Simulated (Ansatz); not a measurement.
Base system: InN in the zinc blende structure (space group F-43m, No. 216; a = 5.0494 Å). Axes: x, y, z lie along the cube axes.

(Cell as relaxed with PBE.)

Levels (all Ansatz, a quantum-chemistry and plane-wave program, PAW, earlier PAW set): PBE (420 eV, spin-orbit coupling left out); r2SCAN (500 eV, no spin-orbit coupling).

Each level relaxes its own structure.

| base | PBE | r2SCAN |
|---|---|---|
| volume per atom | 16.09 Å³ | 15.62 Å³ |
| lattice parameter a | 504.9 pm | 500.0 pm |
| band gap | zero | zero |

Modification: biaxial strain −1.43 %, plane normal [001], relaxed out of plane (Cartesian); in-plane vectors clamped, the third vector and the atoms free.

```json
[
 {"quantity": "energy relative to the base (free energy F)", "PBE": "+2.8 meV/atom", "r2SCAN": "…"},
 {"quantity": "volume per atom", "PBE": "15.92 Å³", "r2SCAN": "…"}
]
```

### Question
Predict the r2SCAN column.

### Answer

- energy relative to the base (free energy F), r2SCAN: +2.8 meV/atom
- volume per atom, r2SCAN: 15.47 Å³

PBE's volume per atom lies 0.45 Å³ above r2SCAN's (2.9 %); the two agree on the energy relative to the base. Neither level is exact; r2SCAN is the comparison here, not a measurement.

A case with no gap was solved on a k-mesh chosen for an insulator, which is coarse for it. Stability against distortions was not tested. The final runs are not spin-polarised. This is not the structure that InN has at room temperature and ambient pressure. A zero or small gap of InN can be the functional's error rather than a property of the material.
